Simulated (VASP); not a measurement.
# Cu (Fm-3m) in VASP: a series of runs

Runs on Cu. Level: PBE. Tasks: single point.

All numbers are computed with VASP 6.6.1; they aren't measurements. Logs are shortened: lines on timing, memory, paths and dates and some standing lists are left out, and cuts for length are marked.

### 1 The structure

The structure is cubic, space group Fm-3m (No. 225). Conventional cell: a = 3.615 Å, b = 3.615 Å, c = 3.615 Å, α = 90.00°, β = 90.00°, γ = 90.00°. Around Cu (site symmetry m-3m) lie 12 Cu at 2.56 Å.

### 2 Single point, PBE

Contents of INCAR:

```
SYSTEM = Cu
  PREC = Accurate
  ENCUT = 460
  EDIFF = 1E-7
  ISMEAR = -5
  SIGMA = 0.1
  LREAL = .False.
  LASPH = .True.
  NELM = 100
  ALGO = Normal
  ISIF = 2
  LWAVE = .False.
  LCHARG = .False.
  GGA = PE
  NBANDS = 12
  ADDGRID = .False.
```

Contents of KPOINTS:

```
regular mesh
0
Gamma
  16 16 16
  0 0 0
```

Contents of POSCAR:

```
Cu
1.0
    0.0000000000      1.8075000000      1.8075000000
    1.8075000000      0.0000000000      1.8075000000
    1.8075000000      1.8075000000      0.0000000000
Cu
1
Direct
    0.0000000000      0.0000000000      0.0000000000
```

Potentials or basis: VASP PAW PBE potentials, release 64 (Cu).

Run with:

```console
cat potpaw_PBE.64/Cu/POTCAR > POTCAR
mpirun -np 1 vasp_std > vasp.out
```

OUTCAR:

```text
SYSTEM = Cu
   PREC = Accurate
   ENCUT = 460
   EDIFF = 1E-7
   ISMEAR = -5
   LREAL = .False.
   LASPH = .True.
   NELM = 100
   ISIF = 2
   GGA = PE

 Found    145 irreducible k-points:

 Following reciprocal coordinates:
            Coordinates               Weight
  0.000000  0.000000  0.000000      1.000000
  0.062500  0.000000  0.000000      8.000000
  0.125000  0.000000  0.000000      8.000000
  0.187500  0.000000  0.000000      8.000000
  0.250000  0.000000  0.000000      8.000000
  0.312500  0.000000  0.000000      8.000000
   k-points           NKPTS =    145   k-points in BZ     NKDIM =    145   number of bands    NBANDS=     12
   number of dos      NEDOS =    301   number of ions     NIONS =      1
   total plane-waves  NPLWV =   5832
   dimension x,y,z NGX =    18 NGY =   18 NGZ =   18
   dimension x,y,z NGXF=    36 NGYF=   36 NGZF=   36
   ions per type =               1
   NGX,Y,Z   is equivalent  to a cutoff of  11.71, 11.71, 11.71 a.u.
   NGXF,Y,Z  is equivalent  to a cutoff of  23.41, 23.41, 23.41 a.u.
 SYSTEM =  Cu
   PREC   = accura    normal or accurate (medium, high low for compatibility)
   ISTART =      0    job   : 0-new  1-cont  2-samecut
   ICHARG =      2    charge: 1-file 2-atom 10-const
   ISPIN  =      1    spin polarized calculation?
   LNONCOLLINEAR =      F non collinear calculations
   LSORBIT =      F    spin-orbit coupling
   LASPH  =      T    aspherical Exc in radial PAW
   ENCUT  =  460.0 eV  33.81 Ry    5.81 a.u.   4.47  4.47  4.47*2*pi/ulx,y,z
   NELM   =    100;   NELMIN=  2; NELMDL= -5     # of ELM steps
   EDIFF  = 0.1E-06   stopping-criterion for ELM
   LREAL  =      F    real-space projection
   EDIFFG = 0.1E-05   stopping-criterion for IOM
   NSW    =      0    number of steps for IOM
   IBRION =     -1    ionic relax: 0-MD 1-quasi-New 2-CG
   NFREE  =      0    steps in history (QN), initial steepest desc. (CG)
   ISIF   =      2    stress and relaxation
   ISYM   =      2    0-nonsym 1-usesym 2-fastsym
   POTIM  = 0.5000    time-step for ionic-motion
   TEBEG  =    0.0;   TEEND  =   0.0 temperature during run
   PSTRESS=    0.0 pullay stress
   NELECT =      11.0000    total number of electrons
   NUPDOWN=      -1.0000    fix difference up-down
   EMIN   =  10.00;   EMAX   =-10.00  energy-range for DOS
   EFERMI =   0.00;   METHOD = LEGACY
   ISMEAR =    -5;   SIGMA  =   0.10  broadening in eV -4-tet -1-fermi 0-gaus
   EFERMI_NEDOS =   21; number of points for ismear=-14 and -15
   IALGO  =     38    algorithm
   IMIX   =      4    mixing-type and parameters
     AMIX     =   0.40;   BMIX     =  1.00
     AMIX_MAG =   1.60;   BMIX_MAG =  1.00
  volume/ion in A,a.u.               =      11.81        79.70
  Fermi-wavevector in a.u.,A,eV,Ry     =   1.598763  3.021224 34.777078  2.556043
  Thomas-Fermi vector in A             =   2.696162
   LORBIT       =      0    0 simple, 1 ext, 2 COOP (PROOUT), +10 PAW based schemes
   GGA     = PE    functional components
   LHFCALC =     F    Hartree Fock is set to
   AEXX    =    0.0000 exact exchange contribution
   IVDW    =     0    specifies the selected vdW correction
   LEPSILON=     F    determine dielectric tensor
   LRPA    =     F    only Hartree local field effects (RPA)
 non-spin polarized calculation
 Fermi weights with tetrahedron method with Bloechl corrections
  energy-cutoff  :      460.00
  volume of cell :       11.81
 maximum number of plane-waves:       276
 NGX is ok and might be reduce to    18
   NGX =  9   NGY =  9   NGZ =  9

 number of electron      11.0000013 magnetization

 Free energy of the ion-electron system (eV)
  ---------------------------------------------------
  ext. energy  EPLUGINS =         0.00000000
  ---------------------------------------------------
  free energy    TOTEN  =        -3.72692926 eV

  energy without entropy =       -3.72692926  energy(sigma->0) =       -3.72692926

 E-fermi :   7.6346     XC(G=0): -12.7258

 val. band max:        7.5929213598   @ k =   0.5000   0.3125   0.1250
 cond. band min:       7.7095473203   @ k =   0.5000   0.1250   0.0000
 fundamental gap:      0.1166259604
 Fermi energy:         7.6346410947

 k-point     1 :       0.0000    0.0000    0.0000
  band No.  band energies     occupation
      1      -1.7662      2.00000
      2       4.5567      2.00000
      3       4.5567      2.00000
      4       4.5567      2.00000
      5       5.3789      2.00000
      6       5.3789      2.00000
      7      30.1807      0.00000
      8      32.8232      0.00000
      9      32.8232      0.00000
     10      32.8232      0.00000
     11      35.3149      0.00000
     12      35.3149      0.00000

 k-point     2 :       0.0625    0.0000    0.0000
  band No.  band energies     occupation
      1      -1.6239      2.00000
      2       4.5265      2.00000
      3       4.5834      2.00000
      4       4.5834      2.00000
      5       5.3678      2.00000
      6       5.3678      2.00000
      7      29.3116      0.00000
      8      31.3188      0.00000
      9      32.3785      0.00000
     10      32.3785      0.00000
     11      35.9605      0.00000
     12      35.9605      0.00000

 k-point     3 :       0.1250    0.0000    0.0000
  band No.  band energies     occupation
      1      -1.2030      2.00000
      2       4.4471      2.00000
      3       4.6499      2.00000
      4       4.6499      2.00000
      5       5.3494      2.00000
      6       5.3494      2.00000
      7      26.3933      0.00000
      8      30.8064      0.00000
      9      31.6201      0.00000
     10      31.6201      0.00000
     11      37.2085      0.00000
     12      37.2181      0.00000

 k-point     4 :       0.1875    0.0000    0.0000
  band No.  band energies     occupation
      1      -0.5255      2.00000
      2       4.3514      2.00000
      3       4.7105      2.00000
      4       4.7105      2.00000
      5       5.3652      2.00000
      6       5.3652      2.00000
      7      23.1559      0.00000
      8      30.4971      0.00000
      9      30.9376      0.00000
     10      30.9376      0.00000
     11      37.1429      0.00000
     12      37.4842      0.00000

 k-point     5 :       0.2500    0.0000    0.0000
  band No.  band energies     occupation
      1       0.3559      2.00000
      2       4.3042      2.00000
      3       4.7122      2.00000
      4       4.7122      2.00000
      5       5.4610      2.00000
      6       5.4610      2.00000
      7      20.0305      0.00000
      8      30.0591      0.00000
      9      30.4044      0.00000
     10      30.4044      0.00000
     11      36.0778      0.00000
     12      36.0778      0.00000

 k-point     6 :       0.3125    0.0000    0.0000
  band No.  band energies     occupation
      1       1.3102      2.00000
      2       4.4347      2.00000
      3       4.6594      2.00000
      4       4.6594      2.00000
      5       5.6203      2.00000
      6       5.6203      2.00000
      7      17.1096      0.00000
      8      29.5505      0.00000
      9      30.0282      0.00000
     10      30.0282      0.00000
     11      34.6901      0.00000
     12      34.6901      0.00000

 [... further k-points ...]

------------------------ aborting loop because EDIFF is reached ----------------------------------------

  FORCE on cell =-STRESS in cart. coord.  units (eV):
  Direction    XX          YY          ZZ          XY          YZ          ZX
  --------------------------------------------------------------------------------------
  -------------------------------------------------------------------------------------
  Total        0.1269976      0.1269976      0.1269976      0.0000000      0.0000000      0.0000000
  in kB       17.2282535     17.2282535     17.2282535      0.0000000      0.0000000      0.0000000
  external PRESSURE =      17.2282535 kB  Pullay stress =       0.0000000 kB

 VOLUME and BASIS-vectors are now :
 -----------------------------------------------------------------------------
  energy-cutoff  :      460.00
  volume of cell :       11.81
      direct lattice vectors                 reciprocal lattice vectors
     0.000000000  1.807500000  1.807500000    -0.276625173  0.276625173  0.276625173
     1.807500000  0.000000000  1.807500000     0.276625173 -0.276625173  0.276625173
     1.807500000  1.807500000  0.000000000     0.276625173  0.276625173 -0.276625173

 POSITION                                       TOTAL-FORCE (eV/Angst)
 -----------------------------------------------------------------------------------
      0.00000      0.00000      0.00000        -0.000000      0.000000      0.000000
 -----------------------------------------------------------------------------------
    total drift:                                0.000000     -0.000000      0.000000

  FREE ENERGIE OF THE ION-ELECTRON SYSTEM (eV)
  ---------------------------------------------------
  free  energy   TOTEN  =        -3.7269292570 eV

  energy  without entropy=       -3.7269292570  energy(sigma->0) =       -3.72692926
```

OSZICAR:

```text
N       E                     dE             d eps       ncg     rms          rms(c)
DAV:   1     0.396356073629E+02    0.39636E+02   -0.50353E+03  3948   0.140E+03
DAV:   2    -0.335522373493E+01   -0.42991E+02   -0.39638E+02  3588   0.192E+02
DAV:   3    -0.462226106521E+01   -0.12670E+01   -0.12606E+01  4072   0.384E+01
DAV:   4    -0.462978524572E+01   -0.75242E-02   -0.75275E-02  3924   0.261E+00
DAV:   5    -0.462985418500E+01   -0.68939E-04   -0.68988E-04  4184   0.258E-01    0.767E+00
DAV:   6    -0.410589036554E+01    0.52396E+00   -0.14495E+01  4156   0.713E+01    0.392E+00
DAV:   7    -0.373942969842E+01    0.36646E+00   -0.22828E+00  4144   0.282E+01    0.583E-01
DAV:   8    -0.372843571397E+01    0.10994E-01   -0.43218E-03  4012   0.905E-01    0.295E-01
DAV:   9    -0.372692927635E+01    0.15064E-02   -0.93679E-03  4332   0.166E+00    0.290E-02
DAV:  10    -0.372693039676E+01   -0.11204E-05   -0.39220E-05  5184   0.101E-01    0.796E-03
DAV:  11    -0.372692920507E+01    0.11917E-05   -0.82218E-07  4280   0.161E-02    0.270E-04
DAV:  12    -0.372692925700E+01   -0.51927E-07   -0.99077E-09  2372   0.121E-03
   1 F= -.37269293E+01 E0= -.37269293E+01  d E =0.000000E+00
```

stdout:

```text
POSCAR found type information on POSCAR Cu
 POSCAR found :  1 types and       1 ions
 scaLAPACK will be used
 LDA part: xc-table for (Slater+PW92), standard interpolation
 POSCAR, INCAR and KPOINTS ok, starting setup
 FFT: planning ... GRIDC
 FFT: planning ... GRID_SOFT
 FFT: planning ... GRID
 WAVECAR not read
 entering main loop
 -----------------------------------------------------------------------------
|                                                                             |
|           W    W    AA    RRRRR   N    N  II  N    N   GGGG   !!!           |
|           W    W   A  A   R    R  NN   N  II  NN   N  G    G  !!!           |
|           W    W  A    A  R    R  N N  N  II  N N  N  G       !!!           |
|           W WW W  AAAAAA  RRRRR   N  N N  II  N  N N  G  GGG   !            |
|           WW  WW  A    A  R   R   N   NN  II  N   NN  G    G                |
|           W    W  A    A  R    R  N    N  II  N    N   GGGG   !!!           |
|                                                                             |
|     Tetrahedron method does not include variations of the Fermi             |
|     occupations, so forces and stress will be inaccurate. We suggest        |
|     using a different smearing scheme ISMEAR = 1 or 2 for metals in         |
|     relaxations.                                                            |
|                                                                             |
 -----------------------------------------------------------------------------
```

Run time: 10 s. Hardware: 1 thread of AMD EPYC 9R45 (Zen 5), shared host; peak memory 0.1 GiB.

These settings aren't checked as converged: the numbers below hold their error.

What came out:

| Quantity | Value |
| --- | --- |
| Free energy | -3.7269 eV |
| Pressure | 1.7 GPa |
| Band gap on the k mesh | none (metal or under the smearing width) |

Caveat: tetrahedron occupations give inexact forces and stress in metals.

### 3 Single point, PBE

INCAR is that of step 2.

KPOINTS is that of step 2.

Contents of POSCAR:

```
Cu
1.0
   -0.0335610000      1.7894160000      1.7776830000
    1.7981850000     -0.0227470000      1.7668690000
    1.8176490000      1.7980650000     -0.0422110000
Cu
1
Direct
    0.0167750000     -0.0332640000      0.0016970000
```

Potentials or basis: VASP PAW PBE potentials, release 64 (Cu).

Run with:

```console
cat potpaw_PBE.64/Cu/POTCAR > POTCAR
mpirun -np 1 vasp_std > vasp.out
```

It took 2.2 min on 1 thread of AMD EPYC 9R45 (Zen 5), shared host; peak memory 0.33 GiB.

The run converged, but some of its settings lie outside the range that counts as converged, so its numbers aren't taken as properties of the crystal.

What came out:

| Item | Value |
| --- | --- |
| Free energy | -3.7227 eV |
| Pressure | 1.9 GPa |
| Band gap on the k mesh | none (metal or under the smearing width) |

Caveat: tetrahedron occupations give inexact forces and stress in metals.

### 4 Single point, PBE

Changes to INCAR since step 3:

```diff
@@ -4,3 +4,3 @@
   EDIFF = 1E-7
-  ISMEAR = -5
+  ISMEAR = 0
   SIGMA = 0.1
```

KPOINTS is that of step 3.

Contents of POSCAR:

```
Cu
1.0
    0.0000000000      1.8075000000      1.8075000000
    1.8075000000      0.0000000000      1.8075000000
    1.8075000000      1.8075000000      0.0000000000
Cu
1
Direct
    0.0000000000      0.0000000000      0.0000000000
```

Run with:

```console
cat potpaw_PBE.64/Cu/POTCAR > POTCAR
mpirun -np 1 vasp_std > vasp.out
```

It took 9.3 s on 1 thread of AMD EPYC 9R45 (Zen 5), shared host; peak memory 0.1 GiB.

These settings aren't checked as converged: the numbers below hold their error.

Results:

- Free energy: -3.7269 eV
- Pressure: 1.9 GPa
- Band gap on the k mesh: none (metal or under the smearing width)

### 5 Single point, PBE

INCAR is that of step 4.

KPOINTS is that of step 4.

Contents of POSCAR:

```
Cu
1.0
   -0.0335610000      1.7894160000      1.7776830000
    1.7981850000     -0.0227470000      1.7668690000
    1.8176490000      1.7980650000     -0.0422110000
Cu
1
Direct
    0.0167750000     -0.0332640000      0.0016970000
```

Run with:

```console
cat potpaw_PBE.64/Cu/POTCAR > POTCAR
mpirun -np 1 vasp_std > vasp.out
```

Wall time 1.9 min (1 thread of AMD EPYC 9R45 (Zen 5), shared host); peak memory 0.3 GiB.

These settings aren't checked as converged: the numbers below hold their error.

What came out:

* Free energy: -3.7227 eV
* Pressure: 2.0 GPa
* Band gap on the k mesh: none (metal or under the smearing width)

### 6 Single point, PBE

Changes to INCAR since step 5:

```diff
@@ -4,3 +4,3 @@
   EDIFF = 1E-7
-  ISMEAR = 0
+  ISMEAR = -1
   SIGMA = 0.1
```

KPOINTS is that of step 5.

Contents of POSCAR:

```
Cu
1.0
    0.0000000000      1.8075000000      1.8075000000
    1.8075000000      0.0000000000      1.8075000000
    1.8075000000      1.8075000000      0.0000000000
Cu
1
Direct
    0.0000000000      0.0000000000      0.0000000000
```

Potentials or basis: VASP PAW PBE potentials, release 64 (Cu).

Run with:

```console
cat potpaw_PBE.64/Cu/POTCAR > POTCAR
mpirun -np 1 vasp_std > vasp.out
```

It took 9.2 s on 1 thread of AMD EPYC 9R45 (Zen 5), shared host; peak memory 0.1 GiB.

These settings aren't checked as converged: the numbers below hold their error.

What came out:

```
Free energy            : -3.7312 eV
Pressure               : 1.9 GPa
Band gap on the k mesh : none (metal or under the smearing width)
```
